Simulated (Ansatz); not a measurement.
Mg:

```
CELL_PARAMETERS angstrom
3.17683 0.00000 0.00000
-1.58841 2.75121 0.00000
0.00000 0.00000 10.31886
ATOMIC_POSITIONS crystal
Mg 0.66667 0.33333 0.75000
Mg 0.00000 0.00000 0.50000
Mg 0.33333 0.66667 0.25000
Mg 0.00000 0.00000 0.00000
```

- Program: Ansatz 0.2.0
- Task: relaxation of cell and atoms
- Functional: RPBE
- Dispersion: D4
- Potentials or basis: Ansatz PAW
- Cutoff: 420 eV (not typed: the program's choice for these potentials)
- k mesh: 10 × 10 × 3
- Occupations: fermi-dirac, width 0.05 eV
- Spin: no spin polarisation

At the start: volume 22.55 Å³/atom.

**Question.** Where does the relaxation end?

**Answer.** It ends after 8 steps and the volume is 23.26 Å³/atom (+3.2 %); space group P6_3/mmc (No. 194, to 0.05 Å).

Step by step:
| step | energy change (eV) | largest force (eV/Å) | volume (Å³) |
| --- | --- | --- | --- |
| 1 | 0.0000 | 0.0000 | 90.19 |
| 2 | -0.0640 | 0.0000 | 92.63 |
| 3 | -0.4302 | 0.0000 | 106.66 |
| 4 | -0.4415 | 0.0000 | 106.27 |
| 5 | -0.6903 | 0.0000 | 93.05 |
| 6 | -0.6903 | 0.0000 | 93.05 |
| 7 | -0.6903 | 0.0000 | 93.06 |
| 8 | -0.6904 | 0.0000 | 93.06 |

Final structure:
```
Mg
1.0
     3.19321    0.00000    0.00000
    -1.59660    2.76540    0.00000
     0.00000    0.00000   10.53830
Mg
4
Direct
  0.66667 0.33333 0.75000
  0.00000 0.00000 0.50000
  0.33333 0.66667 0.25000
  0.00000 0.00000 0.00000
```

Caveat: the plane-wave basis is chosen anew once the cell has moved, so the energies of steps on either side of that aren't comparable; the PAW data sets come from PBE, with cores solved anew for the run's functional, which leaves a small shift of forces and pressure.
